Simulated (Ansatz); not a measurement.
The structure comes from a relaxation in the same program, started in the bcc type, and has space group Im-3m. Whether it is a known phase or the ground state wasn't checked.

An input for H: DFT, PBE, all-electron LAPW, scalar-relativistic (Ansatz 0.2.0).

Command: `ansatz run input.yaml --threads 1 --pin off --max-ram 2048MiB --backend cpu --events-out ev --progress --plain --runs-dir out` The run took 4.4 s on 1 thread of Arm Neoverse V1 (shared host), peak memory 0.2 GiB.

```yaml
crystal:
  lattice:
    - [-0.9051823081, 0.9051823081, 0.9051823081]
    - [0.9051823081, -0.9051823081, 0.9051823081]
    - [0.9051823081, 0.9051823081, -0.9051823081]
  atoms:
    - { symbol: H, position: [0.0, 0.0, 0.0] }
kpoints:
  mp_grid: { grid: [20, 20, 20] }
  band_path:
    path:
      - [0.0, 0.0, 0.0]
      - [0.5, -0.5, 0.5]
      - [0.0, 0.0, 0.5]
      - [0.0, 0.0, 0.0]
      - [0.25, 0.25, 0.25]
      - [0.5, -0.5, 0.5]
      - [0.25, 0.25, 0.25]
      - [0.0, 0.0, 0.5]
    npoints: 14
scf:
  occupations: { method: fermi_dirac, width: 0.05 }
hamiltonian:
  xc: pbe
  pseudopotentials: { kind: all_electron, lapw: { basis_error: 0.0005 } }
output:
  forces: true
  stress: true
  eigenvalues: true
  populations: true
  dos: { projected: true, de: 0.2, e_range: [-14, 8] }
```

Set-up and iterations as logged by Ansatz (the results part is left out, to be predicted):

```
H: projections on atomic orbitals take those of the free atom 1s1, of charge +0.00 (hamiltonian.pseudopotentials.projection_atoms)
LAPW: plane waves up to 8.720 Å⁻¹, error target 5.0e-4 eV per atom; small_component_spin mean_spin; H in spheres of 0.784 Å, 1 of its electrons in bands, Dirac shells []
Engine: ansatz 0.2.0
Pseudopotentials: kind: all_electron
Pseudopotential: H, LAPW, valence charge 1, Koelling and Harmon's equation, gaussian nucleus
Functional definition: PBE
  parameter kappa = 0.804
  parameter beta = 0.06672455060314922
  exchange = pbe_x(kappa = kappa, mu = beta*pi^2/3)
  correlation = pbe_c(beta = beta)
Crystal: 1 atoms, lattice volume = 2.967 Å³
Basis set: ecut = 289.7059008005886 eV, 43 PW (Γ), exchange–correlation at level 2
Bands: 5, of which v1, the nominal top of the filled ones, is band 1 counted from 1 (0 counted from 0)
Symmetry: 48 space group operations
Space group: Im-3m (ITA 229), of the structure as read, at distance tolerance 1.4e-5 Å
k-points: 256 of 8000
Non-local potential: H, projectors of the file, none
Initial density: superposition of atomic densities (chi_scale 0.1, normalization cell)
Initial wavefunctions: plane waves of lowest kinetic energy (no species holds an atomic orbital)
Functional: x = pbe(κ = 0.804, μ = 0.2195149727645171), c = pbe(β = 0.06672455060314922)
iter 1 solved again at ethr=3.53e-7 eV; its pass at ethr=1.00e-1 eV (dr2=3.53e-6 eV) is discarded
SCF iter   1: F=—  HF=-14.627736 eV  |F-HF|=—  |Δ(HF+E_count)|=         —  Δρ=8.96e-4  dr2=3.78e-6  ethr=3.53e-7  ⟨swp⟩=6.0  Hψ=13725  notcnv=0
SCF iter   2: F=—  HF=-14.627778 eV  |F-HF|=—  |Δ(HF+E_count)|=   4.24e-5  Δρ=4.63e-4  dr2=1.00e-6  ethr=3.53e-7  ⟨swp⟩=1.5  Hψ=2702  notcnv=0
iter 3 solved again at ethr=1.44e-11 eV; its pass at ethr=1.00e-7 eV (dr2=1.44e-10 eV) is discarded
iter 3 did not close the SCF: its close was put off for a basis of augmented plane waves that was refined there (scf_convergence_deferred on its scf_iter line)
SCF iter   3: F=-14.627794 eV  HF=-14.627794 eV  |F-HF|=6.07e-9  |Δ(HF+E_count)|=   1.61e-5  Δρ=4.54e-6  dr2=1.45e-10  ethr=1.44e-11  ⟨swp⟩=2.0  Hψ=5362  notcnv=0
SCF iter   4: F=—  HF=-14.627794 eV  |F-HF|=—  |Δ(HF+E_count)|=         —  Δρ=1.03e-6  dr2=5.07e-12  ethr=1.44e-11  ⟨swp⟩=1.6  Hψ=2725  notcnv=0
the basis was enlarged: its passes take 2.0 MiB over the memory plan, 1 of 1 planned eigensolver slots
SCF iter   5: F=-14.627794 eV  HF=-14.627794 eV  |F-HF|=5.05e-10  |Δ(HF+E_count)|=   2.10e-9  Δρ=1.54e-7  dr2=9.95e-14  ethr=1.00e-12  ⟨swp⟩=1.5  Hψ=2702  notcnv=0
```

What pressure will this run report?

-0.09 GPa (positive in compression).

Is there a band gap?

none: with an odd electron count and no spin polarisation the bands can't all be full, a metal in this set-up (spin order or a larger cell could open a gap).
